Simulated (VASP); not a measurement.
The system is La2O3.

```
La O
1.0
     3.93078    0.00000    0.00000
    -1.96539    3.40415    0.00000
     0.00000    0.00000    6.11195
La O
2 3
Cartesian
  0.0000 2.2694 1.5050
  1.9654 1.1347 4.6070
  0.0000 0.0000 0.0000
  0.0000 2.2694 3.9477
  1.9654 1.1347 2.1643
```

The cell is a database's computed one.

Base run:

| Quantity | Value |
| --- | --- |
| Program | VASP 6.6.1 |
| Functional | PBE |
| Potentials or basis | VASP PAW PBE potentials, release 64 (La, O) |
| Cutoff | 520 eV |
| k mesh | 8 × 8 × 6 |
| Occupations | gaussian, width 0.02 eV |
| Spin | no spin polarisation |

Its results: band gap on the k mesh 3.86 eV, indirect (least direct gap 4.07 eV); pressure 1.6 GPa; largest force 0.011 eV/Å.

The run is repeated on the same cell with these changes: functional from PBE to r2SCAN. What comes out?

Band gap on the k mesh 4.28 eV, indirect (least direct gap 4.47 eV); pressure 0.2 GPa; largest force 0.020 eV/Å.

r2SCAN gives the wider gap, since meta-GGAs in the generalised Kohn-Sham scheme recover part of the derivative discontinuity.

Caveats: spin-orbit coupling is left out, which moves the levels of the heavy elements; the PAW data sets were made with another functional, which shifts forces and pressure a little (some runs).
